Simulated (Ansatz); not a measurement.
# WC: the cost of one run

Method: DFT PBE, scalar-relativistic, plane waves, PAW, in Ansatz 0.2.0.

1 further run of the same task is left out (set aside as unsound or not needed).

**1. The starting structure**

It takes space group P-6m2 (No. 187, hexagonal). Conventional cell: a = 2.901 Å, b = 2.901 Å, c = 2.829 Å, α = 90.00°, β = 90.00°, γ = 120.00°. W (site symmetry -6m2) is surrounded by 6 C at 2.19 Å. C (site symmetry -6m2) has 6 W at 2.19 Å as nearest neighbours.

As a file:

```
CELL_PARAMETERS angstrom
2.90050 0.00000 0.00000
-1.45025 2.51191 0.00000
0.00000 0.00000 2.82900
ATOMIC_POSITIONS crystal
W 0.00000 0.00000 0.00000
C 0.66667 0.33333 0.50000
```

The structure comes from the Crystallography Open Database.

**2. A random distortion, cell strained**

The change: strain xx, yy, zz, yz, xz, xy = +3.3, +2.2, +1.5, -0.8, +0.0, +0.4 %; atoms moved by 0.10 Å root mean square, at most 0.10 Å.

File input.yaml:

```yaml
crystal:
  lattice:
    - [2.9963049984, 0.0113409606, 0.0010731855]
    - [-1.4883309392, 2.5602685865, -0.0213603095]
    - [0.00104673, -0.02345241, 2.87016195]
  atoms:
    - { symbol: W, position: [0.0303162766, -0.0049285246, -0.0100353482] }
    - { symbol: C, position: [0.6363503901, 0.3382618579, 0.5100353482] }
basis:
  ecutwfc: 420
kpoints:
  mp_grid: { grid: [14, 14, 12] }
hamiltonian:
  xc: pbe
scf:
  occupations: { method: gaussian, width: 0.1 }
output:
  forces: true
  stress: true
  eigenvalues: true
```

Q: Estimate wall time and peak memory on 1 thread of an Arm CPU, shared host.

About 25 s, with a peak of 0.67 GiB.
